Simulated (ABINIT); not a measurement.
# Au (Im-3m) in ABINIT: convergence with k mesh

Aim: find how far k mesh must go before the results for Au settle, at PBE. This setting moves, with any that are tied to it; all else stays.

Everything below comes from runs of ABINIT 10.8.3 (patched build). Logs are shortened: lines on timing, memory, paths and dates and some standing lists are left out, and cuts for length are marked. The log counts tension as positive stress, the text compression.

### 1 The crystal as given

The structure is cubic, space group Im-3m (No. 229). The conventional cell has a = 3.315 Å, b = 3.315 Å, c = 3.315 Å, α = 90.00°, β = 90.00°, γ = 90.00°. Around Au (site symmetry m-3m) lie 8 Au at 2.87 Å.

This isn't the form of Au at room conditions, which is fcc.

### 2 With k mesh 2 × 2 × 2

Input file run.abi:

```
# Pseudopotentials
pp_dirpath "./"
pseudos "Au.GGA_PBE-JTH.xml"

# Structure
acell 3*1.0
rprim
    -3.1317845248     3.1317845248     3.1317845248
     3.1317845248    -3.1317845248     3.1317845248
     3.1317845248     3.1317845248    -3.1317845248
ntypat 1
znucl 79
natom 1
typat 1
xred
     0.0000000000     0.0000000000     0.0000000000

# Plane-wave basis
ecut 20.0
pawecutdg 40.0
pawxcdev 0

# k points
kptopt 1
ngkpt 2 2 2
nshiftk 1
shiftk 0.0 0.0 0.0

# Exchange and correlation
ixc 11

# Bands and occupations
nband 10
occopt 3
tsmear 0.1 eV

# SCF cycle
nstep 100
tolvrs 1.0e-9

# Output
iomode 3
prtwf 0
prtden 0
prteig 0
prtebands 0
prtvol 2
```

Potentials or basis: JTH PAW PBE v2.0.

The run is started by

```sh
$ abinit run.abi > log 2>&1
```

run.abo:

```text
.Version 10.8.3 of ABINIT
 Symmetries : space group Im -3 m (#229); Bravais cI (body-center cubic)
================================================================================
 Values of the parameters that define the memory need of the present run
     intxc =       0    ionmov =       0      iscf =      17    lmnmax =      18
     lnmax =       6     mgfft =      24  mpssoang =       3    mqgrid =    3001
     natom =       1  nloc_mem =       2    nspden =       1   nspinor =       1
    nsppol =       1      nsym =      48    n1xccc =       1    ntypat =       1
    occopt =       3   xclevel =       2
       mpw =         266          nfft =       13824          nkpt =           3
 PAW method is used; the additional fine FFT grid is defined by:
   mgfftf=        32    nfftf =     32768
================================================================================
================================================================================

--------------------------------------------------------------------------------
------------- Echo of variables that govern the present computation ------------
--------------------------------------------------------------------------------
 -outvars: echo values of preprocessed input variables --------
            acell      1.0000000000E+00  1.0000000000E+00  1.0000000000E+00 Bohr
              amu      1.96966540E+02
             ecut      2.00000000E+01 Hartree
              ixc          11
         kptrlatt        2    0    0      0    2    0      0    0    2
          kptrlen      1.08488198E+01
            natom           1
            nband          10
            ngfft          24      24      24
          ngfftdg          32      32      32
             nkpt           3
            nstep         100
             nsym          48
           ntypat           1
           occopt           3
        pawecutdg      4.00000000E+01 Hartree
         pawxcdev           0
           prtden           0
        prtebands           0
           prteig           0
           prtvol           2
            prtwf           0
            rprim     -3.1317845248E+00  3.1317845248E+00  3.1317845248E+00
                       3.1317845248E+00 -3.1317845248E+00  3.1317845248E+00
                       3.1317845248E+00  3.1317845248E+00 -3.1317845248E+00
          spgroup         229
           tolvrs      1.00000000E-09
           tsmear      3.67493222E-03 Hartree
            typat      1
           useylm           1
            znucl       79.00000

================================================================================

 chkinp: Checking input parameters for consistency.

================================================================================
== DATASET  1 ==================================================================

--- !DatasetInfo
iteration_state: {dtset: 1, }
dimensions: {natom: 1, nkpt: 3, mband: 10, nsppol: 1, nspinor: 1, nspden: 1, mpw: 266, }
cutoff_energies: {ecut:  20.0, pawecutdg:  40.0, }
electrons: {nelect:   1.10000000E+01, charge:   0.00000000E+00, occopt:   3.00000000E+00, tsmear:   3.67493222E-03, }
[... 128 lines left out ...]
    1     -0.00000000000000    -0.00000000000000    -0.00000000000000
 frms,max,avg= 0.0000000E+00 0.0000000E+00   0.000E+00  0.000E+00  0.000E+00 h/b

 cartesian forces (eV/Angstrom) at end:
    1     -0.00000000000000    -0.00000000000000    -0.00000000000000
 frms,max,avg= 0.0000000E+00 0.0000000E+00   0.000E+00  0.000E+00  0.000E+00 e/A
 length scales=  1.000000000000  1.000000000000  1.000000000000 bohr
              =  0.529177210544  0.529177210544  0.529177210544 angstroms
 Fermi (or HOMO) energy (hartree) =   0.23778   Average Vxc (hartree)=  -0.41913
 Eigenvalues (hartree) for nkpt=   3  k points:
 kpt#   1, nband= 10, wtk=  0.12500, kpt=  0.0000  0.0000  0.0000 (reduced coord)
  -0.08581    0.09768    0.09768    0.09768    0.16323    0.16323    0.87769    0.87769
   0.87769    1.10801
      occupation numbers for kpt#   1
   2.00000    2.00000    2.00000    2.00000    2.00000    2.00000    0.00000    0.00000
   0.00000    0.00000
 kpt#   2, nband= 10, wtk=  0.75000, kpt=  0.5000  0.0000  0.0000 (reduced coord)
   0.01329    0.06034    0.15807    0.17020    0.21530    0.23775    0.37785    0.71377
   0.75441    1.02155
      occupation numbers for kpt#   2
   2.00000    2.00000    2.00000    2.00000    1.99560    1.00447    0.00000    0.00000
   0.00000    0.00000
 kpt#   3, nband= 10, wtk=  0.12500, kpt=  0.5000  0.5000  0.5000 (reduced coord)
   0.03019    0.03019    0.20234    0.20234    0.20234    0.48405    0.48405    0.48405
   0.58528    0.81879
      occupation numbers for kpt#   3
   2.00000    2.00000    1.99987    1.99987    1.99987    0.00000    0.00000    0.00000
   0.00000    0.00000
 Total charge density [el/Bohr^3]
)     Maximum=    5.3733E-01  at reduced coord.    0.0000    0.0000    0.0000
)Next maximum=    5.2799E-01  at reduced coord.    0.9688    0.9688    0.9688
)     Minimum=    1.9699E-02  at reduced coord.    0.7500    0.5000    0.2500
)Next minimum=    1.9699E-02  at reduced coord.    0.5000    0.7500    0.2500
   Integrated=    1.1000E+01

--- !EnergyTerms
iteration_state     : {dtset: 1, }
comment             : Components of total free energy in Hartree
kinetic             :  9.73972542561747E+00
hartree             :  4.06797960668289E+00
xc                  : -2.96345074738036E+00
Ewald energy        : -3.51514642772864E+01
psp_core            :  3.15147476455682E+00
local_psp           : -1.49016156145574E+01
PAW spherical_terms :  2.01931674781786E+00
internal            : -3.40380340945491E+01
'-kT*entropy'       : -3.90910156497739E-03
total_energy        : -3.40419431961141E+01
total_energy_eV     : -9.26328464873205E+02
...

--- !EnergyTermsDC
iteration_state     : {dtset: 1, }
comment             : '"Double-counting" decomposition of free energy'
band_energy         :  1.40446030945974E+00
Ewald energy        : -3.51514642772864E+01
psp_core            :  3.15147476455682E+00
xc_dc               : -3.51731336913641E+00
PAW spherical_terms :  7.48024026294281E-02
internal            : -3.40380401697768E+01
'-kT*entropy'       : -3.90910156497739E-03
total_energy_dc     : -3.40419492713418E+01
total_energy_dc_eV  : -9.26328630188573E+02
...

--- !EnergyTermsWithPAWCore
iteration_state     : {dtset: 1, }
comment             : 'Components of total free energy, including PAW core contributions'
Total energy        : -1.90118751496226E+04
Total energy DC     : -1.90118751556978E+04
Total energy (eV)   : -5.17339477956749E+05
Total energy DC (eV): -5.17339478122064E+05
...

 Cartesian components of stress tensor (hartree/bohr^3)
  sigma(1 1)= -1.29335576E-03  sigma(3 2)=  0.00000000E+00
  sigma(2 2)= -1.29335576E-03  sigma(3 1)=  0.00000000E+00
  sigma(3 3)= -1.29335576E-03  sigma(2 1)=  0.00000000E+00

-Cartesian components of stress tensor (GPa)         [Pressure=  3.8052E+01 GPa]
- sigma(1 1)= -3.80518403E+01  sigma(3 2)=  0.00000000E+00
- sigma(2 2)= -3.80518403E+01  sigma(3 1)=  0.00000000E+00
- sigma(3 3)= -3.80518403E+01  sigma(2 1)=  0.00000000E+00

== END DATASET(S) ==============================================================
================================================================================

 -outvars: echo values of variables after computation  --------
            acell      1.0000000000E+00  1.0000000000E+00  1.0000000000E+00 Bohr
           etotal     -3.4041949271E+01
            fcart     -0.0000000000E+00 -0.0000000000E+00 -0.0000000000E+00
            rprim     -3.1317845248E+00  3.1317845248E+00  3.1317845248E+00
                       3.1317845248E+00 -3.1317845248E+00  3.1317845248E+00
                       3.1317845248E+00  3.1317845248E+00 -3.1317845248E+00
           strten     -1.2933557624E-03 -1.2933557624E-03 -1.2933557624E-03
                       0.0000000000E+00  0.0000000000E+00  0.0000000000E+00
 Calculation completed.
```

Wall time 3.6 s (1 thread of Arm Neoverse V1, shared host); peak memory 0.08 GiB.

What came out:

```yaml
Free_energy: -926.3286 eV
Pressure: 38.1 GPa
Band_gap_on_the_k_mesh: none (metal or under the smearing width)
Valence_electrons_inside_the_program's_atomic_spheres: Au 9.46 (radii [1.3275] Å)
```

### 3 With k mesh 3 × 3 × 3

run.abi, as its differences from that of step 2:

```diff
@@ -24,3 +24,3 @@
 kptopt 1
-ngkpt 2 2 2
+ngkpt 3 3 3
 nshiftk 1
```

Potentials or basis: JTH PAW PBE v2.0.

The run is started by

```sh
$ abinit run.abi > log 2>&1
```

Wall time 4 s (1 thread of Arm Neoverse V1, shared host); peak memory 0.08 GiB.

Results (log left out):

| Property | Result |
| --- | --- |
| Free energy | -929.7192 eV |
| Pressure | -4.1 GPa |
| Band gap on the k mesh | none (metal or under the smearing width) |
| Valence electrons inside the program's atomic spheres | Au 9.42 (radii [1.3275] Å) |

### 4 With k mesh 5 × 5 × 5

run.abi, as its differences from that of step 3:

```diff
@@ -24,3 +24,3 @@
 kptopt 1
-ngkpt 3 3 3
+ngkpt 5 5 5
 nshiftk 1
```

The run is started by

```sh
$ abinit run.abi > log 2>&1
```

It took 4.8 s on 1 thread of Arm Neoverse V1, shared host; peak memory 0.07 GiB.

The run converged. Its results:

```
Free energy                                           : -929.4250 eV
Pressure                                              : -1.0 GPa
Band gap on the k mesh                                : none (metal or under the smearing width)
Valence electrons inside the program's atomic spheres : Au 9.42 (radii [1.3275] Å)
```

### 5 With k mesh 7 × 7 × 7

run.abi, as its differences from that of step 4:

```diff
@@ -24,3 +24,3 @@
 kptopt 1
-ngkpt 5 5 5
+ngkpt 7 7 7
 nshiftk 1
@@ -46,2 +46 @@
 prtebands 0
-prtvol 2
```

The run is started by

```sh
$ abinit run.abi > log 2>&1
```

It took 12 s on 1 thread of Arm Neoverse V1, shared host; peak memory 0.08 GiB.

It converged, with:

- Free energy: -929.4203 eV
- Pressure: -0.7 GPa
- Band gap on the k mesh: none (metal or under the smearing width)
- Valence electrons inside the program's atomic spheres: Au 9.42 (radii [1.3275] Å)

### 6 With k mesh 8 × 8 × 8

run.abi, as its differences from that of step 5:

```diff
@@ -24,3 +24,3 @@
 kptopt 1
-ngkpt 7 7 7
+ngkpt 8 8 8
 nshiftk 1
```

Potentials or basis: JTH PAW PBE v2.0.

The run is started by

```sh
$ abinit run.abi > log 2>&1
```

Run time: 8.8 s. Hardware: 1 thread of Arm Neoverse V1, shared host; peak memory 0.08 GiB.

Results (log left out):

| Quantity | Value |
| --- | --- |
| Free energy | -929.3835 eV |
| Pressure | -1.4 GPa |
| Band gap on the k mesh | none (metal or under the smearing width) |
| Valence electrons inside the program's atomic spheres | Au 9.42 (radii [1.3275] Å) |

### 7 With k mesh 10 × 10 × 10

run.abi, as its differences from that of step 6:

```diff
@@ -24,3 +24,3 @@
 kptopt 1
-ngkpt 8 8 8
+ngkpt 10 10 10
 nshiftk 1
```

The run is started by

```sh
$ abinit run.abi > log 2>&1
```

It took 22 s on 1 thread of Arm Neoverse V1, shared host; peak memory 0.09 GiB.

It converged, with:

* Free energy: -929.4019 eV
* Pressure: -1.4 GPa
* Band gap on the k mesh: none (metal or under the smearing width)
* Valence electrons inside the program's atomic spheres: Au 9.42 (radii [1.3275] Å)

### 8 With k mesh 12 × 12 × 12

run.abi, as its differences from that of step 7:

```diff
@@ -24,3 +24,3 @@
 kptopt 1
-ngkpt 10 10 10
+ngkpt 12 12 12
 nshiftk 1
```

The run is started by

```sh
$ abinit run.abi > log 2>&1
```

It took 29 s on 1 thread of Arm Neoverse V1, shared host; peak memory 0.09 GiB.

It converged, with:

* Free energy: -929.4085 eV
* Pressure: -1.4 GPa
* Band gap on the k mesh: none (metal or under the smearing width)
* Valence electrons inside the program's atomic spheres: Au 9.42 (radii [1.3275] Å)

### 9 With k mesh 14 × 14 × 14

run.abi, as its differences from that of step 8:

```diff
@@ -24,3 +24,3 @@
 kptopt 1
-ngkpt 12 12 12
+ngkpt 14 14 14
 nshiftk 1
```

Potentials or basis: JTH PAW PBE v2.0.

The run is started by

```sh
$ abinit run.abi > log 2>&1
```

Run time: 44 s. Hardware: 1 thread of Arm Neoverse V1, shared host; peak memory 0.1 GiB.

Results (log left out):

```yaml
Free_energy: -929.4117 eV
Pressure: -1.4 GPa
Band_gap_on_the_k_mesh: none (metal or under the smearing width)
Valence_electrons_inside_the_program's_atomic_spheres: Au 9.42 (radii [1.3275] Å)
```

### 10 With k mesh 16 × 16 × 16

run.abi, as its differences from that of step 9:

```diff
@@ -24,3 +24,3 @@
 kptopt 1
-ngkpt 14 14 14
+ngkpt 16 16 16
 nshiftk 1
```

The run is started by

```sh
$ abinit run.abi > log 2>&1
```

It took 72 s on 1 thread of Arm Neoverse V1, shared host; peak memory 0.11 GiB.

The run converged. Its results:

- Free energy: -929.4138 eV
- Pressure: -1.4 GPa
- Band gap on the k mesh: none (metal or under the smearing width)
- Valence electrons inside the program's atomic spheres: Au 9.42 (radii [1.3275] Å)

### 11 The series at a glance

```tsv
k mesh	energy less the tightest run, at zero smearing (meV/atom)	pressure (GPa)	SCF cycles	CPU time (s)	peak memory (GiB)
2 × 2 × 2	3133.16	38.05	21	3.6	0.08
3 × 3 × 3	-304.18	-4.14	20	3.9	0.08
5 × 5 × 5	-4.50	-0.96	17	4.8	0.07
7 × 7 × 7	-4.96	-0.68	32	12	0.08
8 × 8 × 8	36.40	-1.38	17	8.7	0.08
10 × 10 × 10	15.33	-1.37	32	22	0.09
12 × 12 × 12	7.14	-1.38	30	29	0.09
14 × 14 × 14	2.92	-1.39	33	44	0.1
16 × 16 × 16	0.00	-1.37	39	72	0.11
```

Against the tightest run, the pressure stays within 0.1 GPa from 8 × 8 × 8 on. Not settled before the last step: the energy (to 1 meV/atom). Meshes of other sizes hit other points, so gaps and Fermi surfaces needn't settle smoothly. The tightest run that finished is the yardstick and may itself not be fully converged.
